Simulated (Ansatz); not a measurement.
## TiSi2 under changes of volume

One of the cells (14.162 Å³/atom); the others are scaled copies at fixed shape and fractional positions:

```xyz
3
Lattice="-1.4729 1.7121 4.2121 1.4729 -1.7121 4.2121 1.4729 1.7121 -4.2121" Properties=species:S:1:pos:R:3 pbc="T T T"
Ti    0.0000    0.0000    0.0000
Si    0.0000    0.0000    5.6448
Si    0.0000    0.0000    2.7793
```

The cell comes from a database or a generator and needn't be the stable form of this composition.

* Program: Ansatz 0.2.0
* Functional: LDA
* Potentials or basis: Ansatz PAW
* Cutoff: 420 eV (not typed: the program's choice for these potentials)
* k mesh: 12 × 12 × 12
* Occupations: fermi-dirac, width 0.05 eV
* Spin: no spin polarisation

| volume (Å³/atom) | energy over the lowest point (meV/atom) | pressure (GPa) | largest force (eV/Å) |
| --- | --- | --- | --- |
| 13.313 | 1.15 | 2.4 | 0.070 |
| 13.596 | 0.00 | -1.0 | 0.085 |
| 13.879 | ? | ? | ? |
| 14.162 | 13.80 | -6.6 | 0.115 |
| 14.446 | 27.64 | -9.0 | 0.129 |
| 14.729 | 45.46 | -11.1 | 0.143 |
| 15.012 | 66.85 | -13.0 | 0.156 |

Q: What does the run at 13.879 Å³/atom give?

A: Energy over the lowest point 4.41 meV/atom; pressure -3.9 GPa; largest force 0.100 eV/Å.

Worked out: A Birch-Murnaghan fit of order 3 (a polynomial in V^(-2/3)) to the other rows has its minimum at 13.51 Å³/atom with B0 = V·E''(V) = 155 GPa and B' = 4.3 at fixed shape and positions, which overstates the stiffness. It gives 4.42 meV/atom at 13.879 Å³/atom, against the run's 4.41, and -dE/dV = -3.9 GPa, against -3.9.

Energies are extrapolated to zero smearing.

Caveats: the PAW data sets come from PBE, with cores solved anew for the run's functional, which leaves a small shift of forces and pressure.
